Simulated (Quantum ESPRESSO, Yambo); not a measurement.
Planning a run of Yambo 5.3.0 on CdS (Hawleyite). The input:

```
optics
bss
bse
em1s
dipoles
rim_cut
RandQpts= 1000000
RandGvec= 1 RL
Chimod= "HARTREE"
BSKmod= "SEX"
BSEmod= "resonant"
BSSmod= "d"
BSENGexx= 20 Ry
BSENGBlk= 4 Ry
% BSEQptR
 1 | 1 |
%
% BSEBands
 11 | 14 |
%
% BEnRange
 0 | 4 | eV
%
% BDmRange
 0.1 | 0.1 | eV
%
BEnSteps= 81
% BLongDir
 1 | 0 | 0 |
%
% BndsRnXs
 5 | 25 |
%
NGsBlkXs= 4 Ry
% LongDrXs
 1 | 1 | 1 |
%
% KfnQP_E
 0.965 | 1.0 | 1.0 |
%
WRbsWF
FFTGvecs= 42 Ry
```

```sh
OMP_NUM_THREADS=1 mpirun -n 4 yambo -F bse6.in -J bse6 -C bse6 > bse6.log
```

The stored states that it reads are on a 6×6×6 mesh. The structure is cubic, space group F-43m (No. 216). Conventional cell: a = 5.916 Å, b = 5.916 Å, c = 5.916 Å, α = 90.00°, β = 90.00°, γ = 90.00°. Nearest to Cd lie 4 S at 2.56 Å. S has 4 Cd at 2.56 Å nearest. Farther neighbours and most contacts between anions are not listed.

**Question.** Estimate wall time and host memory on 4 MPI ranks of Arm Neoverse V1, shared host.

It took 16 s; on shared hardware allow 8.1 s to 32 s. Peak host memory was 1.1 GiB.

The kernel grows as the square of the matrix size, and full diagonalisation as its cube.

[Paths, hosts, dates, memory and timing lines, banners, echoed tables and standing remarks are left out of the program output.]

[Logs are printed without paths, hosts, clocks, repeated set-up lines and the standing remarks that a program may print on its own settings, such as how far it seeks lower states.]

[Runs of the session that timed out or met a known fault of the program may be left out.]

[Hosts, paths, dates, database ids (printed as entryN), source tags and the programs' standing remarks are cut or masked in the printed files.]
